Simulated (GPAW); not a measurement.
# ZnS (Wurtzite-6H) (P6_3mc) in GPAW: single point with PBE

Aim: the single point of ZnS (Wurtzite-6H) with PBE.

All numbers are computed with GPAW 26.7.0; they aren't measurements. Logs are shortened: lines on timing, memory, paths and dates and some standing lists are left out, and cuts for length are marked. The log counts tension as positive stress, the text compression.

**Measured values to compare with.**

A printed reference work, monograph reports, for a bulk crystal of ZnS at 4 K: band gap 3.911 eV (direct).

The results are compared with them further down.

**1. Starting point**

It takes space group P6_3mc (No. 186, hexagonal). The conventional cell has a = 3.812 Å, b = 3.812 Å, c = 18.690 Å, α = 90.00°, β = 90.00°, γ = 120.00°. Zn (site symmetry 3m) is surrounded by 4 S at 2.33 to 2.34 Å. Zn (site symmetry 3m) is surrounded by 4 S at 2.33 to 2.34 Å. Around Zn (site symmetry 3m) lie 4 S at 2.33 to 2.34 Å. S (site symmetry 3m) is surrounded by 4 Zn at 2.33 to 2.34 Å. Around S (site symmetry 3m) lie 4 Zn at 2.33 to 2.34 Å. S (site symmetry 3m) is surrounded by 4 Zn at 2.33 to 2.34 Å.

**2. Single point, PBE**

Contents of run.py:

```python
from ase.dft.bandgap import bandgap
from ase.io import read, write
from ase.units import GPa
from gpaw import GPAW, PW

atoms = read('ZnS.xyz')

calc = GPAW(mode=PW(600),
            xc='PBE',
            kpts={'size': (8, 8, 2), 'gamma': True},
            occupations={'name': 'methfessel-paxton', 'order': 0, 'width': 0.014},
            nbands=84,
            convergence={'density': 1e-05, 'energy': 1e-05},
            maxiter=150,
            txt='gpaw.txt')
atoms.calc = calc
energy = atoms.get_potential_energy()
forces = atoms.get_forces()
stress = atoms.get_stress()
calc.write('gs.gpw')
write('result.traj', atoms)
print(f'Energy: {energy:.6f} eV')
print('Forces (eV/A):')
print(forces.round(4))
print('Stress (GPa):', (stress / GPa).round(3))
print('Fermi level:', round(calc.get_fermi_level(), 4), 'eV')
print(f'Gap: {bandgap(calc)[0]:.4f} eV, direct: {bandgap(calc, direct=True)[0]:.4f} eV')
```

Contents of ZnS.xyz:

```xyz
12
Lattice="3.8120000000 0.0000000000 0.0000000000 -1.9060000000 3.3012888392 0.0000000000 0.0000000000 0.0000000000 18.6899900000" Properties=species:S:1:pos:R:3 pbc="T T T"
Zn    -0.0000000002      2.2008592262     15.5749293667
Zn     1.9060000002      1.1004296130      6.2299343667
Zn     1.9060000002      1.1004296130     12.4600556333
Zn    -0.0000000002      2.2008592262      3.1150606333
Zn     0.0000000000      0.0000000000      9.3449950000
Zn     0.0000000000      0.0000000000      0.0000000000
S     -0.0000000002      2.2008592262     17.9111781167
S      1.9060000002      1.1004296130      8.5661831167
S      1.9060000002      1.1004296130     14.7963043833
S     -0.0000000002      2.2008592262      5.4513093833
S      0.0000000000      0.0000000000     11.6812437500
S      0.0000000000      0.0000000000      2.3362487500
```

Potentials or basis: GPAW PAW data sets (gpaw-data 1.2.1), pw.

Started as:

```bash
$ OMP_NUM_THREADS=1 python run.py
```

gpaw.txt:

```text
__  _  _
 | _ |_)|_||  |
 |__||  | ||/\| - 26.7.0

Input parameters:
  mode=PW(ecut=600.0),
  convergence={'density': 1e-05, 'energy': 1e-05},
  kpts=MonkhorstPack(size=(8, 8, 2), gamma=True),
  maxiter=150,
  nbands=84,
  occupations=Occupations(name='methfessel-paxton', order=0, width=0.014),
  xc=XC(name='PBE')

Diagonalizing LCAO Hamiltonian
Converting LCAO to pw mode

         S

         Zn
             S

             Zn

       S

       Zn    S

         S   Zn

         Zn

       S

       Zn

Atoms  # Å, Bohr magnetons
|    | symbol |         x |        y |         z |    initial magnetic moments |
|----|--------|-----------|----------|-----------|-----------------------------|
|  0 |     Zn | -0.000000 | 2.200859 | 15.574929 | ( 0.0000,  0.0000,  0.0000) |
|  1 |     Zn |  1.906000 | 1.100430 |  6.229934 | ( 0.0000,  0.0000,  0.0000) |
|  2 |     Zn |  1.906000 | 1.100430 | 12.460056 | ( 0.0000,  0.0000,  0.0000) |
|  3 |     Zn | -0.000000 | 2.200859 |  3.115061 | ( 0.0000,  0.0000,  0.0000) |
|  4 |     Zn |  0.000000 | 0.000000 |  9.344995 | ( 0.0000,  0.0000,  0.0000) |
|  5 |     Zn |  0.000000 | 0.000000 |  0.000000 | ( 0.0000,  0.0000,  0.0000) |
|  6 |      S | -0.000000 | 2.200859 | 17.911178 | ( 0.0000,  0.0000,  0.0000) |
|  7 |      S |  1.906000 | 1.100430 |  8.566183 | ( 0.0000,  0.0000,  0.0000) |
|  8 |      S |  1.906000 | 1.100430 | 14.796304 | ( 0.0000,  0.0000,  0.0000) |
|  9 |      S | -0.000000 | 2.200859 |  5.451309 | ( 0.0000,  0.0000,  0.0000) |
| 10 |      S |  0.000000 | 0.000000 | 11.681244 | ( 0.0000,  0.0000,  0.0000) |
| 11 |      S |  0.000000 | 0.000000 |  2.336249 | ( 0.0000,  0.0000,  0.0000) |

Unit cell  # Å
| periodic |         x |        y |         z |   lengths |     angles |
|----------|-----------|----------|-----------|-----------|------------|
|      yes |  3.812000 | 0.000000 |  0.000000 |  3.812000 |  90.000000 |
|      yes | -1.906000 | 3.301289 |  0.000000 |  3.812000 |  90.000000 |
|      yes |  0.000000 | 0.000000 | 18.689990 | 18.689990 | 120.000000 |

Number of symmetries: 6
Symmetry operations  # r_c * U_cc + t_c -> r_c
|   | kind |            matrix            |
|---|------|------------------------------|
| 0 |  σ   |  1, 1, 0,  0,-1, 0,  0, 0, 1 |
| 1 |  E   |  1, 0, 0,  0, 1, 0,  0, 0, 1 |
| 2 |  C3  |  0, 1, 0, -1,-1, 0,  0, 0, 1 |
| 3 |  σ   |  0,-1, 0, -1, 0, 0,  0, 0, 1 |
| 4 |  σ   | -1, 0, 0,  1, 1, 0,  0, 0, 1 |
| 5 |  C3  | -1,-1, 0,  1, 0, 0,  0, 0, 1 |

BZ-sampling:
  Number of BZ points: 128
  Number of IBZ points: 20

  Monkhorst-Pack size: [8, 8, 2]
  Monkhorst-Pack shift: [0.0625, 0.0625, 0.25]

K-points  # in reciprocal-cell coordinates
|     |                                coordinates |     weight |
|-----|--------------------------------------------|------------|
|   0 | (  0.00000000,   0.00000000,   0.00000000) | 0.00781250 |
|   1 | (  0.00000000,   0.00000000,   0.50000000) | 0.00781250 |
|   2 | (  0.12500000,   0.00000000,   0.00000000) | 0.04687500 |
|   3 | (  0.12500000,   0.00000000,   0.50000000) | 0.04687500 |
|   4 | (  0.25000000,  -0.12500000,   0.00000000) | 0.04687500 |
|   5 | (  0.25000000,  -0.12500000,   0.50000000) | 0.04687500 |
|   6 | (  0.25000000,   0.00000000,   0.00000000) | 0.04687500 |
|   7 | (  0.25000000,   0.00000000,   0.50000000) | 0.04687500 |
|   8 | (  0.37500000,  -0.12500000,   0.00000000) | 0.09375000 |
|   9 | (  0.37500000,  -0.12500000,   0.50000000) | 0.09375000 |
| ... |                                            |            |
|  19 | (  0.50000000,   0.50000000,   0.50000000) | 0.02343750 |

Plane wave coefficients: 7890
Cutoff: 600.0 eV

Spin-components: 1 (collinear spins)
Bands:           84
Projectors:      66
Spin-degeneracy: 2
Datatype:        complex128

Parallelization:
  kpt:    1
  domain: 1
  band:   1

Density:
  Valence electrons: 108.0
  Components: 1
  Grid points: [ 24  24 108]
  Charge: 0.0  # |e|

Potential:
  Grid points: [ 24  24 108]

species:
  Zn:
    name:    Zinc
    Z:       30.0
    valence: 12
    core:    18
    charge:  0.0  # [|e|]
    compensation charges:
      type: gauss
      rc: 0.37  # [Å]
      lmax: 2
    cutoffs:
      filter: 2.14  # [Å]
      core: 2.28  # [Å]
    projectors
    | kind |    occ | energy [eV] | rcut [Å] |
    |------|--------|-------------|----------|
    |   4s |  2.000 |      -5.977 |    1.286 |
    |   4p |  0.000 |      -1.117 |    1.270 |
    |   3d | 10.000 |     -10.142 |    1.180 |
    |    s |        |      21.234 |    1.286 |
    |    p |        |      26.095 |    1.270 |
    |    d |        |      17.070 |    1.180 |

    Using partial waves for Zn as LCAO basis

  S:
    name:    Sulfur
    Z:       16.0
    valence: 6
    core:    10
    charge:  0.0  # [|e|]
    compensation charges:
      type: gauss
      rc: 0.24  # [Å]
      lmax: 2
    cutoffs:
      filter: 1.77  # [Å]
      core: 1.66  # [Å]
    projectors
    | kind |    occ | energy [eV] | rcut [Å] |
    |------|--------|-------------|----------|
    |   3s |  2.000 |     -17.254 |    0.974 |
    |   3p |  4.000 |      -7.008 |    0.979 |
    |    s |        |       9.957 |    0.974 |
    |    p |        |      20.203 |    0.979 |
    |    d |        |       0.000 |    0.900 |

    Using partial waves for S as LCAO basis

Reference energy: -358313.679303  # eV

eigensolver:
  PPCG
  Converge bands: occupied
  niter=2

density mixing:
  MSR1-Mixer
  Pratt-step length: 0.05
  Maximum mixing coefficient: 0.75
  Old densities: 10
  SVD Regularization: 0.005
  Good broyden scale: 1.0
  Trust region scale: 1.0
  Backstep threshold: 4.0
  History deletion threshold: 6.0
  Fourier metric: weight=20.0, sigma=0.015

occupation numbers:
  Methfessel-Paxton:
    width: 0.0140  # eV
    order: 0

poisson solver:
  ecut: 4800.0  # eV

xc functional:
  name: PBE with 2 nearest neighbor stencil

convergence criteria:
- Maximum integral of absolute [dens]ity change: 1e-05 electrons / valence electron
- Maximum [total energy] change in last 3 cyles: 1e-05 eV / valence electron
- Maximum integral of absolute [eigenst]ate change: 4e-08 eV^2 / valence electron
maximum number of iterations: 150

SCF iterations
|iter     | |      energy | eigst |  dens |
|---------|-|-------------|-------|-------|
|iter:   1| |  -42.954385 | +1.04 |       |
|iter:   2| |  -43.142136 | +0.31 | -1.19 |
|iter:   3| |  -41.769750 | -0.26 | -1.23 |
|iter:   4| |  -41.521104 | -1.25 | -1.62 |
|iter:   5| |  -41.501988 | -2.01 | -1.97 |
|iter:   6| |  -41.510992 | -2.29 | -2.25 |
|iter:   7| |  -41.509505 | -2.84 | -2.80 |
|iter:   8| |  -41.509891 | -3.44 | -3.27 |
|iter:   9| |  -41.509837c| -3.94 | -3.47 |
|iter:  10| |  -41.509853c| -4.62 | -4.08 |
|iter:  11| |  -41.509854c| -5.25 | -4.62 |
|iter:  12| |  -41.509855c| -5.76 | -4.90 |
|iter:  13| |  -41.509855c| -6.38 | -5.27c|
|iter:  14| |  -41.509855c| -7.05 | -5.50c|
|iter:  15| |  -41.509855c| -7.53c| -5.94c|

Converged in 15 steps
Energy contributions relative to reference atoms: (reference = -358313.679303)

Energy contributions:
  Kinetic:          68.098001
  Coulomb:         -57.532706
  Zero:              0.329745
  External:          0.000000
  Xc:              -52.404895
  Entropy:           0.000000
  Spinorbit:         0.000000
  ----------------------------
  Free energy:     -41.509855
  Extrapolated:    -41.509855

dipole moment: (-19.420632, -33.637521, -24.739257)  # |e|*Ang

Fermi level: 4.594
Eigenvalues  # (at kpt = [0.000, 0.000, 0.000])
| band index |      eig [eV] | occ [0-2] |
|------------|---------------|-----------|
|          0 |        -9.364 |     2.000 |
|        ... |               |           |
|         46 |         3.151 |     2.000 |
|         47 |         3.576 |     2.000 |
|         48 |         3.576 |     2.000 |
|         49 |         3.587 |     2.000 |
|         50 |         3.587 |     2.000 |
|         51 |         3.804 |     2.000 |
[... 8 lines left out ...]
|         60 |        10.111 |     0.000 |
|         61 |        10.149 |     0.000 |
|        ... |               |           |
|         83 |        15.959 |     0.000 |

Gap: 2.157 eV
Transition (v -> c):
  (s=0, k=0, n=53, [0.00, 0.00, 0.00]) -> (s=0, k=0, n=54, [0.00, 0.00, 0.00])
No difference between direct/indirect transitions

Forces  # eV/Ang
|        x |        y |        z |
|----------|----------|----------|
| -0.00000 | -0.00000 |  0.00256 |  # Zn   0
|  0.00000 |  0.00000 |  0.00258 |  # Zn   1
| -0.00000 |  0.00000 |  0.01304 |  # Zn   2
|  0.00000 |  0.00000 |  0.01299 |  # Zn   3
|  0.00000 |  0.00000 | -0.00311 |  # Zn   4
| -0.00000 | -0.00000 | -0.00311 |  # Zn   5
|  0.00000 |  0.00000 | -0.02993 |  # S    6
| -0.00000 | -0.00000 | -0.02982 |  # S    7
|  0.00000 |  0.00000 | -0.00690 |  # S    8
| -0.00000 | -0.00000 | -0.00689 |  # S    9
|  0.00000 |  0.00000 |  0.02441 |  # S   10
| -0.00000 | -0.00000 |  0.02422 |  # S   11

Stress tensor  # eV/Ang^3
|         x |         y |         z |
|-----------|-----------|-----------|
| -0.013293 |  0.000000 |  0.000000 |
|  0.000000 | -0.013293 |  0.000000 |
|  0.000000 |  0.000000 | -0.013626 |

# Writing to gs.gpw (mode='')
```

Run time: 8 min. Hardware: 1 thread of Arm Neoverse V1, shared host; peak memory 0.52 GiB.

Results:

```yaml
Free_energy: -41.5099 eV
Pressure: 2.1 GPa
Largest_force: 0.030 eV/Å
Band_gap_on_the_k_mesh: 2.16 eV, direct
```

Forces in eV/Å, atoms in the order of the input:
```
Zn   0.000  0.000  0.003
Zn   0.000  0.000  0.003
Zn   0.000  0.000  0.013
Zn   0.000  0.000  0.013
Zn   0.000  0.000 -0.003
Zn   0.000  0.000 -0.003
S    0.000  0.000 -0.030
S    0.000  0.000 -0.030
S    0.000  0.000 -0.007
S    0.000  0.000 -0.007
S    0.000  0.000  0.024
S    0.000  0.000  0.024
```

Caveat: the cell's inner coordinates are idealised or old, which leaves forces on the atoms.

**3. Against experiment**

Step 2. Measured gap of ZnS: 3.911 eV (direct; 4 K; a printed reference work, monograph). This calculation gives 2.16 eV (-1.75 eV). The value is that of PBE on a finite k mesh, which can miss the band edges, without temperature or zero-point motion. Semilocal functionals fall short of measured gaps as a rule.
